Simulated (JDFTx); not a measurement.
MnS:

```xyz
2
Lattice="0.0000 2.4735 2.4735 2.4735 0.0000 2.4735 2.4735 2.4735 0.0000" Properties=species:S:1:pos:R:3 pbc="T T T"
Mn    0.0000    0.0000    0.0000
S     3.7102    3.7102    3.7102
```

The cell is a database's computed one.

Base run:

| Property | Result |
| --- | --- |
| Program | JDFTx 1.7.0 (patched build) |
| Functional | LDA |
| Potentials or basis | PseudoDojo-SR-LDA-0.4.1-standard with smoothed tails |
| Cutoff | 1306 eV |
| Density cutoff | 10449 eV |
| k mesh | 9 × 9 × 9 |
| Occupations | fermi-dirac, width 0.05 eV |
| Spin | collinear spin, ferromagnetic start |
| Starting moments | [4.0, 0.0] μB |

Its results: band gap on the k mesh none (metal or under the smearing width); pressure -7.1 GPa; net moment 0.19 μB per cell; site moments Mn +0.20; S -0.01 μB.

Question: The run is repeated on the same cell with these changes: functional from LDA to PBEsol; potentials or basis from PseudoDojo-SR-LDA-0.4.1-standard with smoothed tails to PseudoDojo-SR-PBEsol-0.4.1-standard with smoothed tails. What comes out?

Answer: Band gap on the k mesh none (metal or under the smearing width); pressure -3.1 GPa; net moment 0.28 μB per cell; site moments Mn +0.28; S -0.01 μB.

Caveats: the moment fell far below its start of 4 μB, so a state of higher moment may lie lower in energy; semilocal functionals often make such compounds metallic where correlation or magnetic order opens a gap, which also shifts bond lengths.

Not every run made on this cell is shown here.
